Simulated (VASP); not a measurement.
A run of VASP 6.6.1 is set up as follows.

Contents of POSCAR:

```
O
1.0
    3.8922577202      0.0000000000      0.0000000000
    0.0000000000      3.7894570000      0.0000000000
   -0.9966562331      0.0000000000      2.9534146937
O
4
Direct
    0.3329660000      0.3058770000      0.1812950000
    0.6670340000      0.3058770000      0.3187050000
    0.6670340000      0.6941230000      0.8187050000
    0.3329660000      0.6941230000      0.6812950000
```

INCAR.step1

```
SYSTEM = O
  PREC = Accurate
  ENCUT = 520
  EDIFF = 1E-5
  ISMEAR = 0
  SIGMA = 0.02
  LREAL = .False.
  LASPH = .True.
  NELM = 60
  ALGO = Normal
  ISIF = 2
  LWAVE = .True.
  LCHARG = .False.
  NBANDS = 20
  GGA = PE
```

Contents of INCAR.step2:

```
SYSTEM = O
  PREC = Accurate
  ENCUT = 520
  EDIFF = 1E-6
  ISMEAR = 0
  SIGMA = 0.02
  LREAL = .False.
  LASPH = .True.
  NELM = 60
  ALGO = Normal
  ISIF = 2
  LWAVE = .False.
  LCHARG = .False.
  GGA = PE
  LHFCALC = .True.
  HFSCREEN = 0.2
  PRECFOCK = Fast
  NBANDS = 20
  ISTART = 1
```

KPOINTS

```
regular mesh
0
Gamma
  6 4 6
  0 0 0
```

Contents of KPOINTS_OPT:

```
path GYHCEM1AXH1,MDZ,YD
12
line-mode
reciprocal
 0.0000000000  0.0000000000  0.0000000000  G
-0.5000000000  0.0000000000  0.0000000000  Y

-0.5000000000  0.0000000000  0.0000000000  Y
-0.6654265909  0.0000000000  0.4143287270  H

-0.6654265909  0.0000000000  0.4143287270  H
-0.5000000000  0.0000000000  0.5000000000  C

-0.5000000000  0.0000000000  0.5000000000  C
-0.5000000000 -0.5000000000  0.5000000000  E

-0.5000000000 -0.5000000000  0.5000000000  E
-0.3345734091 -0.5000000000  0.5856712730  M1

-0.3345734091 -0.5000000000  0.5856712730  M1
 0.0000000000 -0.5000000000  0.5000000000  A

 0.0000000000 -0.5000000000  0.5000000000  A
 0.0000000000  0.0000000000  0.5000000000  X

 0.0000000000  0.0000000000  0.5000000000  X
-0.3345734091  0.0000000000  0.5856712730  H1

-0.6654265909 -0.5000000000  0.4143287270  M
-0.5000000000 -0.5000000000  0.0000000000  D

-0.5000000000 -0.5000000000  0.0000000000  D
 0.0000000000 -0.5000000000  0.0000000000  Z

-0.5000000000  0.0000000000  0.0000000000  Y
-0.5000000000 -0.5000000000  0.0000000000  D
```

Potentials or basis: VASP PAW PBE potentials, release 64 (O).

Run with:

```sh
$ cat potpaw_PBE.64/O/POTCAR > POTCAR
$ cp INCAR.step1 INCAR
$ mpirun -np 1 vasp_std > vasp.out
$ cp INCAR.step2 INCAR
$ mpirun -np 1 vasp_std > vasp.out
```

Problem. What does it give for the band gap on the k mesh?

Solution. 1.18 eV, indirect (least direct gap 1.37 eV).

Problem. What does it give for the largest force?

Solution. 2.147 eV/Å.

Problem. What does it give for the pressure?

Solution. -6.1 GPa.

Problem. Predict the band gap along the path.

Solution. 1.18 eV, indirect (least direct gap 1.37 eV).

Stress tensor (GPa, compression positive):
```
-12.35   0.00  -4.71
  0.00  -0.60   0.00
 -4.71   0.00  -5.29
```

Caveat: the standard files for N, O and F lose accuracy on very short bonds; spin is off for a triplet molecule; the PAW data sets were made with another functional, which shifts forces and pressure a little.
